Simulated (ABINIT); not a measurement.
Crystal: PbO2.

```xyz
3
Lattice="0.0000 2.7020 2.7020 2.7020 0.0000 2.7020 2.7020 2.7020 0.0000" Properties=species:S:1:pos:R:3 pbc="T T T"
Pb    0.0000    0.0000    0.0000
O     4.0530    4.0530    4.0530
O     1.3510    1.3510    1.3510
```

The cell comes from a database or a generator and needn't be the stable form of this composition.

```yaml
Program: ABINIT 10.8.3 (patched build)
Task: single point
Functional: PBE
Potentials_or_basis: JTH PAW PBE v2.0
Cutoff: 626 eV
k_mesh: 9 × 9 × 9
Occupations: fermi-dirac, width 0.05 eV
Spin: no spin polarisation
```

On this cell: pressure 0.5 GPa; largest force zero by symmetry; band gap on the k mesh none (metal or under the smearing width).

The same run follows on a disturbed copy (atoms moved at random, drawn with an rms of 0.05 Å):

```
Pb O
1.0
     0.00000    2.70199    2.70199
     2.70199    0.00000    2.70199
     2.70199    2.70199    0.00000
Pb O
1 2
Direct
  0.99611 0.00198 0.00536
  0.74542 0.74686 0.74195
  0.23800 0.27224 0.24122
```

**Question.** What changes?

**Answer.** The energy (extrapolated to zero smearing) moves by +9.1 meV/atom; pressure 0.8 GPa; largest force 0.516 eV/Å; band gap on the k mesh none (metal or under the smearing width).

Forces on the atoms (eV/Å):
```
Pb  -0.063 -0.307  0.103
O    0.382  0.027  0.189
O   -0.319  0.280 -0.292
```

Stress tensor (GPa, compression positive):
```
 0.97 -0.20  0.07
-0.20  0.69 -0.50
 0.07 -0.50  0.83
```
